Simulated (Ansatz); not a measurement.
`[AlH2][SiH]1C[SiH2]N1` + `CC(C)(C)O` → `CC(C)(C)[O][AlH2]` + `C1[SiH2]N[SiH2]1`  (cleavage of the Al–Si bond)

Gas-phase electronic energies from Ansatz, PBE0-D4/def2-TZVP geometries. CCSD(T)/CBS is the MP2 limit (def2-TZVPP, def2-QZVPP) plus CCSD(T) − MP2 in def2-TZVPP, frozen cores. DFT in def2-TZVPP. B3LYP here is the variant with VWN-RPA as its local correlation; programs differ in this. Each species was taken in one conformer, which may not be the lowest.

```tsv
level	ΔE (kJ/mol)	difference from CCSD(T)/CBS
ωB97M-V	-155.4	-6.4
PBE	-126.5	22.5
PBE0	-131.1	17.9
B3LYP	-149.1	-0.1
HF/def2-TZVPP	-160.7	-11.7
MP2/def2-TZVPP	-159.3	-10.3
CCSD/def2-TZVPP	-150.6	-1.6
HF/def2-QZVPP	-162.6	-13.6
SCS-MP2/def2-QZVPP	-160.0	-11.0
MP2/CBS(def2)	-159.1	-10.1
CCSD(T)/CBS	-149.0	0
```

Largest T1 diagnostic among the species: 0.012.

The D4 term adds −3.2 kJ/mol with B3LYP and −1.7 kJ/mol with PBE0; it sums over pairs of atoms, weighted by their polarisabilities, and B3LYP, whose exchange is more repulsive, gets the larger term. From PBE to PBE0 (25 % exact exchange), in def2-TZVPP and without D4, ΔE moves by −4.6 kJ/mol.

CCSD(T)/CBS has its own doubt, a few kJ/mol and more with outer-core shells, so smaller differences from it don't rank the levels.
